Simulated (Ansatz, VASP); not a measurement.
## Two plane-wave programs on MnO2

```xyz
3
Lattice="2.8750 0.0000 0.0000 -1.4375 2.4898 0.0000 0.0000 0.0000 5.3442" Properties=species:S:1:pos:R:3 pbc="T T T"
Mn    0.0000    0.0000    0.0000
O     0.0000    1.6599    0.9554
O     1.4375    0.8299    4.3888
```

Alike in both runs: functional PBE; k mesh 14 × 14 × 6; occupations gaussian, width 0.05 eV; collinear spin.

Ansatz relaxed the structure, and its values are those at the end. VASP's run is a single point on that final structure, the one shown.

|  | VASP | Ansatz |
| --- | --- | --- |
| version | VASP 6.6.1 | Ansatz 0.2.0 |
| potentials or method | VASP PAW PBE potentials, release 64 (Mn_pv, O) | scalar-relativistic, plane waves, PAW |
| plane-wave cutoff (eV) | 520 | 420 |
| valence electrons in the cell | 25 | 27 |

```csv
,VASP,Ansatz,Ansatz less VASP
gap on the k mesh at the Fermi level (eV),0.98,1.01,+0.034
least direct gap on the mesh (eV),1.03,1.07,+0.034
pressure (GPa),1.0,0.2,-0.76
rms of the force components (eV/Å),0.045,0.004,-0.0413
net moment per atom (μB),1.00,1.00,0.000
size of the moment on the site where the two differ most (μB),2.85,2.51,-0.339
```

Site moments also hang on the region over which each program counts them. The two sets of potentials don't hold the same shells in valence.

Caveats: a cell with one magnetic atom can't hold antiferromagnetic order, which such compounds often take. A k mesh can miss the band edges. Expect the measured gap to be larger: semilocal functionals such as PBE lack the derivative discontinuity.
